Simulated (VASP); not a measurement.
# Cu (P6_3/mmc) in VASP: a series of runs

Runs on Cu. Level: PBE. Tasks: single point.

All numbers are computed with VASP 6.6.1; they aren't measurements. Logs are shortened: lines on timing, memory, paths and dates and some standing lists are left out, and cuts for length are marked.

## 1. The crystal as given

Symmetry: P6_3/mmc, No. 194, hexagonal system. The conventional cell has a = 2.534 Å, b = 2.534 Å, c = 4.113 Å, α = 90.00°, β = 90.00°, γ = 120.00°. Cu (site symmetry -6m2) has 12 Cu at 2.52 to 2.53 Å as nearest neighbours.

This isn't the form of Cu at room conditions, which is fcc.

## 2. Single point, PBE

Contents of INCAR:

```
SYSTEM = Cu
PREC = Accurate ; ENCUT = 400
EDIFF = 1E-6 ; ISMEAR = -1
SIGMA = 0.2 ; LREAL = .FALSE.
LASPH = .TRUE. ; NELM = 100
ALGO = Normal ; ISIF = 2
LWAVE = .FALSE. ; LCHARG = .FALSE.
GGA = PE ; NBANDS = 18
ADDGRID = .FALSE.
```

Contents of KPOINTS:

```
Automatic mesh
0
G
  6 6 3
  0 0 0
```

Contents of POSCAR:

```
Cu
1.0
    2.5340966698      0.0000000000      0.0000000000
   -1.2670483349      2.1945920917      0.0000000000
    0.0000000000      0.0000000000      4.1125710000
Cu
2
Direct
    0.6666666667      0.3333333333      0.7500000000
    0.3333333333      0.6666666667      0.2500000000
```

Potentials or basis: VASP PAW PBE potentials, release 64 (Cu).

On the command line:

```bash
$ cat potpaw_PBE.64/Cu/POTCAR > POTCAR
$ mpirun -np 1 vasp_std > vasp.out
```

OUTCAR:

```text
SYSTEM = Cu
   PREC = Accurate
   ENCUT = 400
   EDIFF = 1E-6
   ISMEAR = -1
   LREAL = .FALSE.
   LASPH = .TRUE.
   NELM = 100
   ISIF = 2
   GGA = PE

 Found     14 irreducible k-points:

 Following reciprocal coordinates:
            Coordinates               Weight
  0.000000  0.000000  0.000000      1.000000
  0.166667 -0.000000  0.000000      6.000000
  0.333333 -0.000000  0.000000      6.000000
  0.500000  0.000000  0.000000      3.000000
  0.166667  0.166667  0.000000      6.000000
  0.333333  0.166667  0.000000     12.000000
   k-points           NKPTS =     14   k-points in BZ     NKDIM =     14   number of bands    NBANDS=     18
   number of dos      NEDOS =    301   number of ions     NIONS =      2
   total plane-waves  NPLWV =   9072
   dimension x,y,z NGX =    18 NGY =   18 NGZ =   28
   dimension x,y,z NGXF=    36 NGYF=   36 NGZF=   56
   ions per type =               2
   NGX,Y,Z   is equivalent  to a cutoff of  11.81, 11.81, 11.32 a.u.
   NGXF,Y,Z  is equivalent  to a cutoff of  23.62, 23.62, 22.64 a.u.
 SYSTEM =  Cu
   PREC   = accura    normal or accurate (medium, high low for compatibility)
   ISTART =      0    job   : 0-new  1-cont  2-samecut
   ICHARG =      2    charge: 1-file 2-atom 10-const
   ISPIN  =      1    spin polarized calculation?
   LNONCOLLINEAR =      F non collinear calculations
   LSORBIT =      F    spin-orbit coupling
   LASPH  =      T    aspherical Exc in radial PAW
   ENCUT  =  400.0 eV  29.40 Ry    5.42 a.u.   4.13  4.13  6.71*2*pi/ulx,y,z
   NELM   =    100;   NELMIN=  2; NELMDL= -5     # of ELM steps
   EDIFF  = 0.1E-05   stopping-criterion for ELM
   LREAL  =      F    real-space projection
   EDIFFG = 0.1E-04   stopping-criterion for IOM
   NSW    =      0    number of steps for IOM
   IBRION =     -1    ionic relax: 0-MD 1-quasi-New 2-CG
   NFREE  =      0    steps in history (QN), initial steepest desc. (CG)
   ISIF   =      2    stress and relaxation
   ISYM   =      2    0-nonsym 1-usesym 2-fastsym
   POTIM  = 0.5000    time-step for ionic-motion
   TEBEG  =    0.0;   TEEND  =   0.0 temperature during run
   PSTRESS=    0.0 pullay stress
   NELECT =      22.0000    total number of electrons
   NUPDOWN=      -1.0000    fix difference up-down
   EMIN   =  10.00;   EMAX   =-10.00  energy-range for DOS
   EFERMI =   0.00;   METHOD = LEGACY
   ISMEAR =    -1;   SIGMA  =   0.20  broadening in eV -4-tet -1-fermi 0-gaus
   EFERMI_NEDOS =   21; number of points for ismear=-14 and -15
   IALGO  =     38    algorithm
   IMIX   =      4    mixing-type and parameters
     AMIX     =   0.40;   BMIX     =  1.00
     AMIX_MAG =   1.60;   BMIX_MAG =  1.00
  volume/ion in A,a.u.               =      11.44        77.17
  Fermi-wavevector in a.u.,A,eV,Ry     =   1.616041  3.053874 35.532800  2.611587
  Thomas-Fermi vector in A             =   2.710691
   LORBIT       =      0    0 simple, 1 ext, 2 COOP (PROOUT), +10 PAW based schemes
   GGA     = PE    functional components
   LHFCALC =     F    Hartree Fock is set to
   AEXX    =    0.0000 exact exchange contribution
   IVDW    =     0    specifies the selected vdW correction
   LEPSILON=     F    determine dielectric tensor
   LRPA    =     F    only Hartree local field effects (RPA)
 non-spin polarized calculation
  energy-cutoff  :      400.00
  volume of cell :       22.87
 maximum number of plane-waves:       428
 NGX is ok and might be reduce to    18
   NGX =  9   NGY =  9   NGZ = 13

 number of electron      21.9999989 magnetization

 Free energy of the ion-electron system (eV)
  ---------------------------------------------------
  ext. energy  EPLUGINS =         0.00000000
  ---------------------------------------------------
  free energy    TOTEN  =        -7.35383047 eV

  energy without entropy =       -7.19809781  energy(sigma->0) =       -7.27596414

 E-fermi :   7.9665     XC(G=0): -12.9195

 val. band max:        7.9516967075   @ k =   0.5000   0.0000   0.0000
 cond. band min:       8.0240626196   @ k =   0.3333   0.1667   0.3333
 fundamental gap:      0.0723659122
 Fermi energy:         7.9665366473

 k-point     1 :       0.0000    0.0000    0.0000
  band No.  band energies     occupation
      1      -1.6118      2.00000
      2       2.7171      2.00000
      3       4.8468      2.00000
      4       4.8898      2.00000
      5       4.8898      2.00000
      6       5.1132      2.00000
[... 10 lines left out ...]
     17      31.7477      0.00000
     18      31.7477      0.00000

 k-point     2 :       0.1667   -0.0000    0.0000
  band No.  band energies     occupation
      1      -0.7135      2.00000
      2       3.1744      2.00000
      3       4.5093      2.00000
      4       4.6972      2.00000
      5       4.9431      2.00000
      6       5.2081      2.00000
[... 10 lines left out ...]
     17      30.0088      0.00000
     18      31.8719      0.00000

 k-point     3 :       0.3333   -0.0000    0.0000
  band No.  band energies     occupation
      1       1.5908      2.00000
      2       3.4731      2.00000
      3       3.7634      2.00000
      4       4.4097      2.00000
      5       4.9156      2.00000
      6       4.9449      2.00000
[... 10 lines left out ...]
     17      23.8229      0.00000
     18      27.8012      0.00000

 k-point     4 :       0.5000    0.0000    0.0000
  band No.  band energies     occupation
      1       2.9809      2.00000
      2       3.2270      2.00000
      3       3.4678      2.00000
      4       4.7858      2.00000
      5       4.8148      2.00000
      6       4.9215      2.00000
[... 10 lines left out ...]
     17      21.2207      0.00000
     18      27.2921      0.00000

 k-point     5 :       0.1667    0.1667    0.0000
  band No.  band energies     occupation
      1       0.9329      2.00000
      2       3.6973      2.00000
      3       4.0045      2.00000
      4       4.1282      2.00000
      5       4.8297      2.00000
      6       4.8990      2.00000
[... 10 lines left out ...]
     17      26.9543      0.00000
     18      27.7497      0.00000

 k-point     6 :       0.3333    0.1667    0.0000
  band No.  band energies     occupation
      1       3.0354      2.00000
      2       3.5788      2.00000
      3       3.5987      2.00000
      4       4.2418      2.00000
      5       4.6774      2.00000
      6       4.9387      2.00000
[... 10 lines left out ...]
     17      21.5459      0.00000
     18      25.3680      0.00000

 [... further k-points ...]

------------------------ aborting loop because EDIFF is reached ----------------------------------------

  FORCE on cell =-STRESS in cart. coord.  units (eV):
  Direction    XX          YY          ZZ          XY          YZ          ZX
  --------------------------------------------------------------------------------------
  -------------------------------------------------------------------------------------
  Total        1.1501151      1.1501151      1.0737280     -0.0000000      0.0000000      0.0000000
  in kB       80.5677981     80.5677981     75.2167330     -0.0000000      0.0000000      0.0000000
  external PRESSURE =      78.7841098 kB  Pullay stress =       0.0000000 kB

 VOLUME and BASIS-vectors are now :
 -----------------------------------------------------------------------------
  energy-cutoff  :      400.00
  volume of cell :       22.87
      direct lattice vectors                 reciprocal lattice vectors
     2.534096670  0.000000000  0.000000000     0.394617937  0.227832772  0.000000000
    -1.267048335  2.194592092  0.000000000     0.000000000  0.455665544  0.000000000
     0.000000000  0.000000000  4.112571000     0.000000000  0.000000000  0.243156896

 POSITION                                       TOTAL-FORCE (eV/Angst)
 -----------------------------------------------------------------------------------
      1.26705      0.73153      3.08443         0.000000      0.000000      0.000000
     -0.00000      1.46306      1.02814        -0.000000     -0.000000      0.000000
 -----------------------------------------------------------------------------------
    total drift:                               -0.000000      0.000000     -0.000000

  FREE ENERGIE OF THE ION-ELECTRON SYSTEM (eV)
  ---------------------------------------------------
  free  energy   TOTEN  =        -7.3538304731 eV

  energy  without entropy=       -7.1980978076  energy(sigma->0) =       -7.27596414
```

It used 5.6 s of CPU time on 1 thread of AMD EPYC 7R13 Processor (Zen 3) (shared host), which was overloaded at the time.

These settings aren't checked as converged: the numbers below hold their error.

Results:

```
Free energy            : -7.3538 eV
Pressure               : 7.9 GPa
Band gap on the k mesh : none (metal or under the smearing width)
```

Caveat: the k mesh is coarse (spacing up to 0.51 Å⁻¹), so the values aren't converged.

## 3. Single point, PBE

Edit INCAR of step 2 so:

```diff
@@ -3,3 +3,3 @@
 EDIFF = 1E-6 ; ISMEAR = -1
-SIGMA = 0.2 ; LREAL = .FALSE.
+SIGMA = 0.1 ; LREAL = .FALSE.
 LASPH = .TRUE. ; NELM = 100
```

KPOINTS is that of step 2.

POSCAR is that of step 2.

Potentials or basis: VASP PAW PBE potentials, release 64 (Cu).

On the command line:

```bash
$ cat potpaw_PBE.64/Cu/POTCAR > POTCAR
$ mpirun -np 1 vasp_std > vasp.out
```

OUTCAR:

```text
SYSTEM = Cu
   PREC = Accurate
   ENCUT = 400
   EDIFF = 1E-6
   ISMEAR = -1
   LREAL = .FALSE.
   LASPH = .TRUE.
   NELM = 100
   ISIF = 2
   GGA = PE

 Found     14 irreducible k-points:

 Following reciprocal coordinates:
            Coordinates               Weight
  0.000000  0.000000  0.000000      1.000000
  0.166667 -0.000000  0.000000      6.000000
  0.333333 -0.000000  0.000000      6.000000
  0.500000  0.000000  0.000000      3.000000
  0.166667  0.166667  0.000000      6.000000
  0.333333  0.166667  0.000000     12.000000
   k-points           NKPTS =     14   k-points in BZ     NKDIM =     14   number of bands    NBANDS=     18
   number of dos      NEDOS =    301   number of ions     NIONS =      2
   total plane-waves  NPLWV =   9072
   dimension x,y,z NGX =    18 NGY =   18 NGZ =   28
   dimension x,y,z NGXF=    36 NGYF=   36 NGZF=   56
   ions per type =               2
   NGX,Y,Z   is equivalent  to a cutoff of  11.81, 11.81, 11.32 a.u.
   NGXF,Y,Z  is equivalent  to a cutoff of  23.62, 23.62, 22.64 a.u.
 SYSTEM =  Cu
   PREC   = accura    normal or accurate (medium, high low for compatibility)
   ISTART =      0    job   : 0-new  1-cont  2-samecut
   ICHARG =      2    charge: 1-file 2-atom 10-const
   ISPIN  =      1    spin polarized calculation?
   LNONCOLLINEAR =      F non collinear calculations
   LSORBIT =      F    spin-orbit coupling
[... 53 lines left out ...]

 val. band max:        7.9518155339   @ k =   0.5000   0.0000   0.0000
 cond. band min:       8.0237530011   @ k =   0.3333   0.1667   0.3333
 fundamental gap:      0.0719374672
 Fermi energy:         7.9619714232

 k-point     1 :       0.0000    0.0000    0.0000
  band No.  band energies     occupation
      1      -1.6120      2.00000
      2       2.7178      2.00000
      3       4.8472      2.00000
      4       4.8892      2.00000
      5       4.8892      2.00000
      6       5.1126      2.00000
[... 103 lines left out ...]
      5       4.6771      2.00000
      6       4.9384      2.00000
[... 10 lines left out ...]
     17      21.5461      0.00000
     18      25.3673      0.00000

 [... further k-points ...]

------------------------ aborting loop because EDIFF is reached ----------------------------------------

  FORCE on cell =-STRESS in cart. coord.  units (eV):
  Direction    XX          YY          ZZ          XY          YZ          ZX
  --------------------------------------------------------------------------------------
  -------------------------------------------------------------------------------------
  Total        1.1398499      1.1398499      0.9732753      0.0000000      0.0000000      0.0000000
  in kB       79.8486983     79.8486983     68.1798283      0.0000000      0.0000000      0.0000000
  external PRESSURE =      75.9590750 kB  Pullay stress =       0.0000000 kB

 VOLUME and BASIS-vectors are now :
 -----------------------------------------------------------------------------
  energy-cutoff  :      400.00
  volume of cell :       22.87
      direct lattice vectors                 reciprocal lattice vectors
     2.534096670  0.000000000  0.000000000     0.394617937  0.227832772  0.000000000
    -1.267048335  2.194592092  0.000000000     0.000000000  0.455665544  0.000000000
     0.000000000  0.000000000  4.112571000     0.000000000  0.000000000  0.243156896

 POSITION                                       TOTAL-FORCE (eV/Angst)
 -----------------------------------------------------------------------------------
      1.26705      0.73153      3.08443         0.000000     -0.000000      0.000000
     -0.00000      1.46306      1.02814        -0.000000      0.000000      0.000000
 -----------------------------------------------------------------------------------
    total drift:                               -0.000000      0.000000     -0.000000

  FREE ENERGIE OF THE ION-ELECTRON SYSTEM (eV)
  ---------------------------------------------------
  free  energy   TOTEN  =        -7.2844509828 eV

  energy  without entropy=       -7.2260550288  energy(sigma->0) =       -7.25525301
```

stdout:

```text
POSCAR found type information on POSCAR Cu
 POSCAR found :  1 types and       2 ions
 scaLAPACK will be used
 LDA part: xc-table for (Slater+PW92), standard interpolation
 POSCAR, INCAR and KPOINTS ok, starting setup
 FFT: planning ... GRIDC
 FFT: planning ... GRID_SOFT
 FFT: planning ... GRID
 WAVECAR not read
 entering main loop
```

It used 5.4 s of CPU time on 1 thread of AMD EPYC 7R13 Processor (Zen 3), on a shared host, which was overloaded at the time.

These settings aren't checked as converged: the numbers below hold their error.

What came out:

| Property | Result |
| --- | --- |
| Free energy | -7.2845 eV |
| Pressure | 7.6 GPa |
| Band gap on the k mesh | none (metal or under the smearing width) |

Caveat: the k mesh is coarse (spacing up to 0.51 Å⁻¹), so the values aren't converged.

## 4. Single point, PBE

Edit INCAR of step 3 so:

```diff
@@ -3,3 +3,3 @@
 EDIFF = 1E-6 ; ISMEAR = -1
-SIGMA = 0.1 ; LREAL = .FALSE.
+SIGMA = 0.05 ; LREAL = .FALSE.
 LASPH = .TRUE. ; NELM = 100
```

KPOINTS is that of step 3.

POSCAR is that of step 3.

On the command line:

```bash
$ cat potpaw_PBE.64/Cu/POTCAR > POTCAR
$ mpirun -np 1 vasp_std > vasp.out
```

It used 4.7 s of CPU time on 1 thread of AMD EPYC 7R13 Processor (Zen 3) (shared host), which was overloaded at the time.

The run converged, but some of its settings lie outside the range that counts as converged, so its numbers aren't taken as properties of the crystal.

Results:

```
Free energy            : -7.2597 eV
Pressure               : 7.6 GPa
Band gap on the k mesh : none (metal or under the smearing width)
```

Caveat: the k mesh is coarse (spacing up to 0.51 Å⁻¹), so the values aren't converged.

(Continued in part 2 of 2.)
